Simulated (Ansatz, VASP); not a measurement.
# ZnS: VASP beside Ansatz

File INCAR:

```
  PREC = Accurate
  ENCUT = 600
  EDIFF = 1E-6
  ISMEAR = 0
  SIGMA = 0.02
  LREAL = F
  LASPH = T
  NELM = 80
  ALGO = Normal
  ISIF = 3
  LWAVE = F
  LCHARG = F
  GGA = PE
  IBRION = 2
  NSW = 100
  EDIFFG = -0.005
```

KPOINTS

```
Automatic mesh
0
Gamma
  10 10 10
```

POSCAR

```
ZnS
1.0
    0.0000000000      2.7020000000      2.7020000000
    2.7020000000      0.0000000000      2.7020000000
    2.7020000000      2.7020000000      0.0000000000
Zn S
1 1
Direct
    0.2500000000      0.2500000000      0.2500000000
    0.0000000000      0.0000000000      0.0000000000
```

Input for Ansatz:

```yaml
crystal:
  lattice:
    - [0.0, 2.702, 2.702]
    - [2.702, 0.0, 2.702]
    - [2.702, 2.702, 0.0]
  atoms:
    - { symbol: Zn, position: [0.25, 0.25, 0.25] }
    - { symbol: S, position: [0.0, 0.0, 0.0] }
basis:
  ecutwfc: 420
kpoints:
  mp_grid: { grid: [10, 10, 10] }
hamiltonian:
  xc: pbe
scf:
  occupations: { method: gaussian, width: 0.02 }
output:
  forces: true
  stress: true
  eigenvalues: true
  write_density: true
  write_potential: true
  elf: true
  volumetric_format: npy
relax:
  adjacent_minimum: "off"
  f_tol: 0.005
  max_steps: 80
  cell: { stress_tol: 0.05 }
```

Alike in both runs: task relaxation of cell and atoms; functional PBE; k mesh 10 × 10 × 10; occupations gaussian, width 0.02 eV; no spin polarisation.

```csv
,VASP,Ansatz
version,VASP 6.6.1,Ansatz 0.2.0
potentials or method,"VASP PAW PBE potentials, release 64 (Zn, S)","scalar-relativistic, plane waves, PAW"
plane-wave cutoff (eV),600,420
valence electrons in the cell,18,18
```

```csv
,VASP,Ansatz,Ansatz less VASP
"gap on the k mesh at the Fermi level, each at its own relaxed structure (eV)",2.01,2.02,+0.007
relaxed volume (Å³/atom),20.21,20.16,-0.051
relaxed cell length with the largest relative difference (Å),3.852,3.849,-0.0033
energy change over the relaxation (meV/atom),-3,-2,+0.4
```

A hybrid or GW would open this gap; PBE tends to underestimate it. PBE usually gives volumes a little too large and moduli too small. Zero-point motion and thermal expansion aren't in these numbers.
